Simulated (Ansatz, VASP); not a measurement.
**One calculation of Si2Mo, two programs**

Contents of INCAR:

```
PREC = Accurate ; ENCUT = 520
EDIFF = 1E-6 ; ISMEAR = -1
SIGMA = 0.03 ; LREAL = False
LASPH = True ; NELM = 100
ALGO = Normal ; ISIF = 2
LWAVE = False ; LCHARG = True
GGA = PE ; LELF = True
LVHAR = True ; NBANDS = 18
```

The input KPOINTS:

```
regular mesh
0
Gamma
  7 7 7
```

Contents of POSCAR:

```
Si2Mo
1.0
   -1.6000000000      1.6000000000      3.9305000000
    1.6000000000     -1.6000000000      3.9305000000
    1.6000000000      1.6000000000     -3.9305000000
Mo Si
1 2
Direct
    0.0000000000      0.0000000000      0.0000000000
    0.6670000000      0.6670000000      0.0000000000
    0.3330000000      0.3330000000      0.0000000000
```

The input input.yaml:

```yaml
crystal:
  lattice:
    - [-1.6, 1.6, 3.9305]
    - [1.6, -1.6, 3.9305]
    - [1.6, 1.6, -3.9305]
  atoms:
    - { symbol: Mo, position: [0.0, 0.0, 0.0] }
    - { symbol: Si, position: [0.667, 0.667, 0.0] }
    - { symbol: Si, position: [0.333, 0.333, 0.0] }
kpoints:
  mp_grid: { grid: [7, 7, 7] }
scf:
  occupations: { method: fermi_dirac, width: 0.03 }
hamiltonian:
  xc: pbe
  pseudopotentials: { kind: all_electron, lapw: { basis_error: 0.002 } }
output:
  forces: true
  stress: true
  eigenvalues: true
```

Alike in both runs: task single point; functional PBE; k mesh 7 × 7 × 7; occupations fermi-dirac, width 0.03 eV; no spin polarisation.

```csv
,VASP,Ansatz
version,VASP 6.6.1,Ansatz 0.2.0
potentials or method,"VASP PAW PBE potentials, release 64 (Mo_sv, Si)","all-electron LAPW, scalar-relativistic"
plane-wave cutoff (eV),520,see its input
```

```csv
,VASP,Ansatz,Ansatz less VASP
gap on the k mesh at the Fermi level (eV),none,none,-
pressure (GPa),2.4,2.3,-0.13
largest component of the traceless stress (GPa),0.87,0.86,-0.014
rms of the force components (eV/Å),0.140,0.142,+0.0020
```

Atom by atom the forces differ by 0.002 eV/Å (rms over components). A gap of «none» marks a metal or a gap that the smearing closes. Ansatz ran all-electron here, so the differences hold the error of VASP's frozen core and of both bases.

Caveats: the k mesh is coarse (spacing up to 0.40 Å⁻¹), so the values aren't converged; the k mesh is thin for a metal, which can move the energy by tens of meV per atom (Ansatz).
